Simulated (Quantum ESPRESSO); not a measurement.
TiC:

```
Ti C
1.0
     0.00000    2.16572    2.16572
     2.16572    0.00000    2.16572
     2.16572    2.16572    0.00000
Ti C
1 1
Direct
  0.00000 0.00000 0.00000
  0.50000 0.50000 0.50000
```

The cell is a database's computed one.

```yaml
Program: Quantum ESPRESSO 7.5
Task: single point
Functional: PBE
Potentials_or_basis: SSSP 1.3 efficiency PBE
Cutoff: 748 eV
Density_cutoff: 5987 eV
k_mesh: 11 × 11 × 11
Occupations: fermi-dirac, width 0.05 eV
Spin: no spin polarisation
```

On this cell: pressure 0.2 GPa; largest force zero by symmetry; band gap on the k mesh none (metal or under the smearing width).

The same run follows on a disturbed copy (atoms moved at random, drawn with an rms of 0.05 Å):

```
Ti C
1.0
     0.00000    2.16572    2.16572
     2.16572    0.00000    2.16572
     2.16572    2.16572    0.00000
Ti C
1 1
Cartesian
  0.0311 -0.0544 0.0078
  2.2125 2.1626 2.1480
```

**Question.** What changes?

**Answer.** The energy (extrapolated to zero smearing) moves by +8.3 meV/atom; pressure 0.7 GPa; largest force 0.549 eV/Å; band gap on the k mesh none (metal or under the smearing width).

Forces in eV/Å, atoms in the order of the input:
```
Ti   0.147  0.473 -0.238
C   -0.147 -0.473  0.238
```

Stress tensor (GPa, compression positive):
```
 0.38 -0.13  0.07
-0.13  1.07  0.21
 0.07  0.21  0.51
```
